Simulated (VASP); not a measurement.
# AlNi (P4/mmm) in VASP: notebook

Runs on AlNi. Level: PBE. Tasks: single point.

Program: VASP 6.6.1. These are calculated values, not measurements. Logs are shortened: lines on timing, memory, paths and dates and some standing lists are left out, and cuts for length are marked.

### 1 The cell of the first run

The structure is tetragonal, space group P4/mmm (No. 123). Conventional cell: a = 3.111 Å, b = 3.111 Å, c = 2.651 Å, α = 90.00°, β = 90.00°, γ = 90.00°. Al (site symmetry 4/mmm) has 8 Ni at 2.57 Å and 2 Al at 2.65 Å as nearest neighbours. Ni (site symmetry 4/mmm) is surrounded by 8 Al at 2.57 Å and 2 Ni at 2.65 Å.

### 2 Single point, PBE (strain +0.080 along x and y, -0.080 along z, atoms carried along)

INCAR

```
SYSTEM = AlNi
PREC = Accurate
ENCUT = 520
EDIFF = 1E-6
ISMEAR = 0
SIGMA = 0.15
LREAL = .FALSE.
LASPH = .TRUE.
NELM = 100
ALGO = Fast
ISIF = 2
LWAVE = .FALSE.
LCHARG = .TRUE.
GGA = PE
LELF = .TRUE.
LVHAR = .TRUE.
NBANDS = 14
```

KPOINTS

```
regular mesh
0
G
  16 16 16
  0 0 0
```

POSCAR

```
AlNi
1.0
    3.1114800000      0.0000000000      0.0000000000
    0.0000000000      3.1114800000      0.0000000000
    0.0000000000      0.0000000000      2.6505200000
Al Ni
1 1
Direct
    0.0000000000      0.0000000000      0.0000000000
    0.5000000000      0.5000000000      0.5000000000
```

Potentials or basis: VASP PAW PBE potentials, release 64 (Al, Ni).

On the command line:

```bash
> cat potpaw_PBE.64/Al/POTCAR potpaw_PBE.64/Ni/POTCAR > POTCAR
> mpirun -np 1 vasp_std > vasp.out
```

OUTCAR:

```text
SYSTEM = AlNi
   PREC = Accurate
   ENCUT = 520
   EDIFF = 1E-6
   ISMEAR = 0
   LREAL = .FALSE.
   LASPH = .TRUE.
   NELM = 100
   ISIF = 2
   GGA = PE

 ion  position               nearest neighbor table
   1  0.000  0.000  0.000-   2 2.57   2 2.57   2 2.57   2 2.57   2 2.57   2 2.57   2 2.57   2 2.57

   2  0.500  0.500  0.500-   1 2.57   1 2.57   1 2.57   1 2.57   1 2.57   1 2.57   1 2.57   1 2.57

  LATTYP: Found a simple tetragonal cell.
 ALAT       =     3.1114800000
 C/A-ratio  =     0.8518518519

  Lattice vectors:

 A1 = (   3.1114800000,   0.0000000000,   0.0000000000)
 A2 = (   0.0000000000,   3.1114800000,   0.0000000000)
 A3 = (   0.0000000000,   0.0000000000,   2.6505200000)

Analysis of symmetry for initial positions (statically):
=====================================================================
 Subroutine PRICEL returns:
 Original cell was already a primitive cell.

 Routine SETGRP: Setting up the symmetry group for a
 simple tetragonal supercell.

 Subroutine GETGRP returns: Found 16 space group operations
 (whereof 16 operations were pure point group operations)
 out of a pool of 16 trial point group operations.

The static configuration has the point symmetry D_4h.

Analysis of symmetry for dynamics (positions and initial velocities):
=====================================================================
 Subroutine PRICEL returns:
 Original cell was already a primitive cell.

 Routine SETGRP: Setting up the symmetry group for a
 simple tetragonal supercell.

 Subroutine GETGRP returns: Found 16 space group operations
 (whereof 16 operations were pure point group operations)
 out of a pool of 16 trial point group operations.

The dynamic configuration has the point symmetry D_4h.

 Subroutine INISYM returns: Found 16 space group operations
 (whereof 16 operations are pure point group operations),
 and found     1 'primitive' translations

----------------------------------------------------------------------------------------

                                     Primitive cell

  volume of cell :      25.6605

  direct lattice vectors                    reciprocal lattice vectors
     3.111480000  0.000000000  0.000000000     0.321390464  0.000000000  0.000000000
     0.000000000  3.111480000  0.000000000     0.000000000  0.321390464  0.000000000
     0.000000000  0.000000000  2.650520000     0.000000000  0.000000000  0.377284457

  length of vectors
     3.111480000  3.111480000  2.650520000     0.321390464  0.321390464  0.377284457

  position of ions in fractional coordinates (direct lattice)
     0.000000000  0.000000000  0.000000000
     0.500000000  0.500000000  0.500000000

  ion indices of the primitive-cell ions
   primitive index   ion index
                 1           1
                 2           2

----------------------------------------------------------------------------------------

 KPOINTS: regular mesh

Automatic generation of k-mesh.
 Grid dimensions read from file:
 generate k-points for:   16   16   16

 Generating k-lattice:

  Cartesian coordinates                     Fractional coordinates (reciprocal lattice)
     0.020086904  0.000000000  0.000000000     0.062500000  0.000000000  0.000000000
     0.000000000  0.020086904  0.000000000     0.000000000  0.062500000  0.000000000
     0.000000000  0.000000000  0.023580279     0.000000000  0.000000000  0.062500000

  Length of vectors
     0.020086904  0.020086904  0.023580279

  Shift w.r.t. Gamma in fractional coordinates (k-lattice)
     0.000000000  0.000000000  0.000000000

 Subroutine IBZKPT returns following result:
 ===========================================

 Found    405 irreducible k-points:

 Following reciprocal coordinates:
            Coordinates               Weight
  0.000000  0.000000  0.000000      1.000000
  0.062500  0.000000  0.000000      4.000000
  0.125000  0.000000  0.000000      4.000000
  0.187500  0.000000  0.000000      4.000000
  0.250000  0.000000  0.000000      4.000000
  0.312500  0.000000  0.000000      4.000000
[... 16 lines left out ...]
  0.437500  0.125000  0.000000      8.000000
  0.500000  0.125000  0.000000      4.000000
 [... further k-points ...]
   k-points           NKPTS =    405   k-points in BZ     NKDIM =    405   number of bands    NBANDS=     14
   number of dos      NEDOS =    301   number of ions     NIONS =      2
   total plane-waves  NPLWV =  11520
   dimension x,y,z NGX =    24 NGY =   24 NGZ =   20
   dimension x,y,z NGXF=    48 NGYF=   48 NGZF=   40
   ions per type =               1   1
   NGX,Y,Z   is equivalent  to a cutoff of  12.82, 12.82, 12.54 a.u.
   NGXF,Y,Z  is equivalent  to a cutoff of  25.65, 25.65, 25.09 a.u.
 SYSTEM =  AlNi
   PREC   = accura    normal or accurate (medium, high low for compatibility)
   ISTART =      0    job   : 0-new  1-cont  2-samecut
   ICHARG =      2    charge: 1-file 2-atom 10-const
   ISPIN  =      1    spin polarized calculation?
   LNONCOLLINEAR =      F non collinear calculations
   LSORBIT =      F    spin-orbit coupling
   LASPH  =      T    aspherical Exc in radial PAW
   ENCUT  =  520.0 eV  38.22 Ry    6.18 a.u.   5.79  5.79  4.93*2*pi/ulx,y,z
   NELM   =    100;   NELMIN=  2; NELMDL= -5     # of ELM steps
   EDIFF  = 0.1E-05   stopping-criterion for ELM
   LREAL  =      F    real-space projection
   EDIFFG = 0.1E-04   stopping-criterion for IOM
   NSW    =      0    number of steps for IOM
   IBRION =     -1    ionic relax: 0-MD 1-quasi-New 2-CG
   NFREE  =      0    steps in history (QN), initial steepest desc. (CG)
   ISIF   =      2    stress and relaxation
   ISYM   =      2    0-nonsym 1-usesym 2-fastsym
   POTIM  = 0.5000    time-step for ionic-motion
   TEBEG  =    0.0;   TEEND  =   0.0 temperature during run
   PSTRESS=    0.0 pullay stress
   NELECT =      13.0000    total number of electrons
   NUPDOWN=      -1.0000    fix difference up-down
   EMIN   =  10.00;   EMAX   =-10.00  energy-range for DOS
   EFERMI =   0.00;   METHOD = LEGACY
   ISMEAR =     0;   SIGMA  =   0.15  broadening in eV -4-tet -1-fermi 0-gaus
   EFERMI_NEDOS =   21; number of points for ismear=-14 and -15
   IALGO  =     68    algorithm
   IMIX   =      4    mixing-type and parameters
     AMIX     =   0.40;   BMIX     =  1.00
     AMIX_MAG =   1.60;   BMIX_MAG =  1.00
  volume/ion in A,a.u.               =      12.83        86.58
  Fermi-wavevector in a.u.,A,eV,Ry     =   1.305071  2.466227 23.173594  1.703211
  Thomas-Fermi vector in A             =   2.435965
   LORBIT       =      0    0 simple, 1 ext, 2 COOP (PROOUT), +10 PAW based schemes
   GGA     = PE    functional components
   LHFCALC =     F    Hartree Fock is set to
   AEXX    =    0.0000 exact exchange contribution
   IVDW    =     0    specifies the selected vdW correction
   LEPSILON=     F    determine dielectric tensor
   LRPA    =     F    only Hartree local field effects (RPA)
 non-spin polarized calculation
 RMM-DIIS sequential band-by-band and
 Gauss-broadening in eV      SIGMA  =   0.15
  energy-cutoff  :      520.00
  volume of cell :       25.66
 maximum number of plane-waves:       712
 NGX is ok and might be reduce to    24
   NGX = 11   NGY = 11   NGZ =  9

 number of electron      13.0000006 magnetization

 Free energy of the ion-electron system (eV)
  ---------------------------------------------------
  ext. energy  EPLUGINS =         0.00000000
  ---------------------------------------------------
  free energy    TOTEN  =       -10.38767881 eV

  energy without entropy =      -10.37575396  energy(sigma->0) =      -10.38171639

 E-fermi :   9.1475     XC(G=0): -11.7115

 val. band max:        9.1471687489   @ k =   0.1250   0.0625   0.5000
 cond. band min:       9.1508207728   @ k =   0.1250   0.0000   0.5000
 fundamental gap:      0.0036520239
 Fermi energy:         9.1474717079

 k-point     1 :       0.0000    0.0000    0.0000
  band No.  band energies     occupation
      1      -1.5311      2.00000
      2       6.1295      2.00000
      3       6.1491      2.00000
      4       7.4521      2.00000
      5       7.8910      2.00000
      6       7.8910      2.00000
      7      12.6065      0.00000
      8      12.6065      0.00000
      9      16.3299      0.00000
     10      16.3756      0.00000
     11      18.3997      0.00000
     12      22.9955      0.00000
     13      26.9419      0.00000
     14      28.7045      0.00000

 k-point     2 :       0.0625    0.0000    0.0000
  band No.  band energies     occupation
      1      -1.4697      2.00000
      2       6.1192      2.00000
      3       6.1514      2.00000
      4       7.4202      2.00000
      5       7.8788      2.00000
      6       7.8926      2.00000
      7      12.0566      0.00000
      8      12.6981      0.00000
      9      16.3599      0.00000
     10      16.9799      0.00000
     11      18.4695      0.00000
     12      23.0604      0.00000
     13      25.9682      0.00000
     14      28.1520      0.00000

 k-point     3 :       0.1250    0.0000    0.0000
  band No.  band energies     occupation
      1      -1.2860      2.00000
      2       6.0461      2.00000
      3       6.1826      2.00000
      4       7.3331      2.00000
      5       7.8442      2.00000
      6       7.8972      2.00000
      7      10.9797      0.00000
      8      12.9644      0.00000
      9      16.3798      0.00000
     10      18.2798      0.00000
     11      18.6769      0.00000
     12      23.2643      0.00000
     13      24.5247      0.00000
     14      27.1306      0.00000
[... 324 lines left out ...]
 k-point    23 :       0.4375    0.1250    0.0000
  band No.  band energies     occupation
      1       1.5285      2.00000
      2       3.3555      2.00000
      3       6.4373      2.00000
      4       6.7206      2.00000
      5       7.6070      2.00000
      6       7.8884      2.00000
      7       8.2031      2.00000
      8      13.9080      0.00000
      9      15.7336      0.00000
     10      19.6946      0.00000
     11      21.7354      0.00000
     12      23.5766      0.00000
     13      23.6444      0.00000
     14      24.6068      0.00000

 k-point    24 :       0.5000    0.1250    0.0000
  band No.  band energies     occupation
      1       2.0594      2.00000
      2       2.7710      2.00000
      3       6.4570      2.00000
      4       6.7015      2.00000
      5       7.5962      2.00000
      6       7.8901      2.00000
      7       8.1617      2.00000
      8      14.3990      0.00000
      9      15.1722      0.00000
     10      19.7227      0.00000
     11      22.4206      0.00000
     12      22.8067      0.00000
     13      24.0670      0.00000
     14      24.1983      0.00000

 [... further k-points ...]

------------------------ aborting loop because EDIFF is reached ----------------------------------------

  FORCE on cell =-STRESS in cart. coord.  units (eV):
  Direction    XX          YY          ZZ          XY          YZ          ZX
  --------------------------------------------------------------------------------------
  -------------------------------------------------------------------------------------
  Total       -1.9208429     -1.9208429      0.6895329      0.0000000     -0.0000000      0.0000000
  in kB     -119.9326188   -119.9326188     43.0527044      0.0000000     -0.0000000      0.0000000
  external PRESSURE =     -65.6041777 kB  Pullay stress =       0.0000000 kB

 VOLUME and BASIS-vectors are now :
 -----------------------------------------------------------------------------
  energy-cutoff  :      520.00
  volume of cell :       25.66
      direct lattice vectors                 reciprocal lattice vectors
     3.111480000  0.000000000  0.000000000     0.321390464  0.000000000  0.000000000
     0.000000000  3.111480000  0.000000000     0.000000000  0.321390464  0.000000000
     0.000000000  0.000000000  2.650520000     0.000000000  0.000000000  0.377284457

 POSITION                                       TOTAL-FORCE (eV/Angst)
 -----------------------------------------------------------------------------------
      0.00000      0.00000      0.00000         0.000000      0.000000      0.000000
      1.55574      1.55574      1.32526         0.000000      0.000000      0.000000
 -----------------------------------------------------------------------------------
    total drift:                                0.000000     -0.000000     -0.000000

  FREE ENERGIE OF THE ION-ELECTRON SYSTEM (eV)
  ---------------------------------------------------
  free  energy   TOTEN  =       -10.3876788128 eV

  energy  without entropy=      -10.3757539596  energy(sigma->0) =      -10.38171639
```

Wall time 60 s (1 thread of Intel Xeon Platinum 8375C at 2.90GHz (Ice Lake), shared host); peak memory 0.26 GiB.

What came out:

```yaml
Free_energy: -10.3877 eV
Pressure: -6.6 GPa
Band_gap_on_the_k_mesh: none (metal or under the smearing width)
```

Stress tensor (GPa, compression positive):
```
-11.99   0.00   0.00
  0.00 -11.99   0.00
  0.00   0.00   4.31
```

### 3 Single point, PBE (strain -0.080 along x and y, +0.000 along z, atoms carried along)

INCAR

```
PREC     = Accurate       # precision mode
ENCUT    = 520            # plane-wave cutoff, eV
EDIFF    = 1E-7           # SCF threshold, eV
ISMEAR   = 0              # smearing method
SIGMA    = 0.15           # smearing width, eV
LREAL    = F              # projectors in reciprocal space
LASPH    = T              # aspherical terms in the spheres
NELM     = 100            # most SCF steps
ALGO     = Normal         # electronic algorithm
ISIF     = 2              # what is computed and relaxed
LWAVE    = F              # write WAVECAR
LCHARG   = T              # write CHGCAR
GGA      = PE             # functional
LELF     = T              # ELF
LVHAR    = T            
NBANDS   = 14             # bands
```

KPOINTS

```
regular mesh
0
Gamma
  16 16 16
```

POSCAR

```
AlNi
1.0
    2.6505200000      0.0000000000      0.0000000000
    0.0000000000      2.6505200000      0.0000000000
    0.0000000000      0.0000000000      2.8810000000
Al Ni
1 1
Direct
    0.0000000000      0.0000000000      0.0000000000
    0.5000000000      0.5000000000      0.5000000000
```

Potentials or basis: VASP PAW PBE potentials, release 64 (Al, Ni).

On the command line:

```bash
> cat potpaw_PBE.64/Al/POTCAR potpaw_PBE.64/Ni/POTCAR > POTCAR
> mpirun -np 1 vasp_std > vasp.out
```

Wall time 57 s (1 thread of Intel Xeon Platinum 8375C at 2.90GHz (Ice Lake), shared host); peak memory 0.22 GiB.

The run converged. Its results:

```yaml
Free_energy: -10.0671 eV
Pressure: 42.5 GPa
Band_gap_on_the_k_mesh: none (metal or under the smearing width)
```

Stress tensor (GPa, compression positive):
```
45.05  0.00  0.00
 0.00 45.05  0.00
 0.00  0.00 37.34
```

Levels at points of the mesh, in eV from the Fermi level:
```csv
k point,band 4,band 5,band 6,band 7,band 8,band 9,band 10,band 11
"(0.00, 0.00, 0.00)",-2.00,-2.00,-1.74,4.13,7.41,7.41,8.10,9.00
"(0.50, 0.00, 0.00)",-3.19,-2.62,-1.86,-0.49,8.26,9.03,11.25,12.02
"(0.50, 0.50, 0.00)",-2.92,-2.91,-2.91,-1.09,2.36,3.92,12.79,15.33
"(0.00, 0.00, 0.50)",-2.61,-2.61,-1.67,-1.26,8.50,11.73,11.73,12.95
"(0.50, 0.00, 0.50)",-3.34,-2.53,-2.43,-1.39,1.61,3.01,15.12,16.71
"(0.50, 0.50, 0.50)",-1.37,-1.07,1.70,1.98,1.98,4.89,4.89,5.30
```

Caveat: so large a pressure means that the cell lies far from this level's equilibrium, or that cutoff or potentials fall short. Spin polarisation is off, so any magnetic state and its effect on volume and gap are missing.

### 4 Single point, PBE (strain +0.000 along x and y, -0.080 along z, atoms carried along)

INCAR

```
PREC = Accurate
ENCUT = 520
EDIFF = 1E-6
ISMEAR = 0
SIGMA = 0.15
LREAL = False
LASPH = True
NELM = 100
ALGO = Normal
ISIF = 2
LWAVE = False
LCHARG = False
GGA = PE
NBANDS = 14
```

KPOINTS is that of step 3.

POSCAR

```
AlNi
1.0
    2.8810000000      0.0000000000      0.0000000000
    0.0000000000      2.8810000000      0.0000000000
    0.0000000000      0.0000000000      2.6505200000
Al Ni
1 1
Direct
    0.0000000000      0.0000000000      0.0000000000
    0.5000000000      0.5000000000      0.5000000000
```

On the command line:

```bash
> cat potpaw_PBE.64/Al/POTCAR potpaw_PBE.64/Ni/POTCAR > POTCAR
> mpirun -np 1 vasp_std > vasp.out
```

Run time: 52 s. Hardware: 1 thread of Intel Xeon Platinum 8375C at 2.90GHz (Ice Lake), shared host; peak memory 0.24 GiB.

It converged, with:

```
Free energy            : -10.3860 eV
Pressure               : 19.4 GPa
Band gap on the k mesh : none (metal or under the smearing width)
```

Stress tensor (GPa, compression positive):
```
15.79  0.00  0.00
 0.00 15.79  0.00
 0.00  0.00 26.49
```

Levels at points of the mesh, in eV from the Fermi level:
| k point | band 3 | band 4 | band 5 | band 6 | band 7 | band 8 | band 9 | band 10 | band 11 | band 12 |
| --- | --- | --- | --- | --- | --- | --- | --- | --- | --- | --- |
| (0.00, 0.00, 0.00) | -3.65 | -1.90 | -1.63 | -1.63 | 4.83 | 4.83 | 8.03 | 8.11 | 8.43 | 15.60 |
| (0.50, 0.00, 0.00) | -3.20 | -2.69 | -2.18 | -1.55 | -0.93 | 8.18 | 9.36 | 10.57 | 12.42 | 13.32 |
| (0.50, 0.50, 0.00) | -3.51 | -3.51 | -2.07 | -2.07 | -1.27 | 1.07 | 2.33 | 14.85 | 16.91 | 17.16 |
| (0.00, 0.00, 0.50) | -2.99 | -2.70 | -2.70 | -1.74 | -0.25 | 8.41 | 9.71 | 9.71 | 11.51 | 11.51 |
| (0.50, 0.00, 0.50) | -3.12 | -2.68 | -2.53 | -2.41 | -1.11 | 1.99 | 3.14 | 12.56 | 14.74 | 15.19 |
| (0.50, 0.50, 0.50) | -4.50 | -1.21 | -1.00 | 1.89 | 1.89 | 2.10 | 4.19 | 4.48 | 5.12 | 5.12 |

Caveat: so large a pressure means that the cell lies far from this level's equilibrium, or that cutoff or potentials fall short. Spin polarisation is off, so any magnetic state and its effect on volume and gap are missing.

(Part 1 of 2 ends here.)
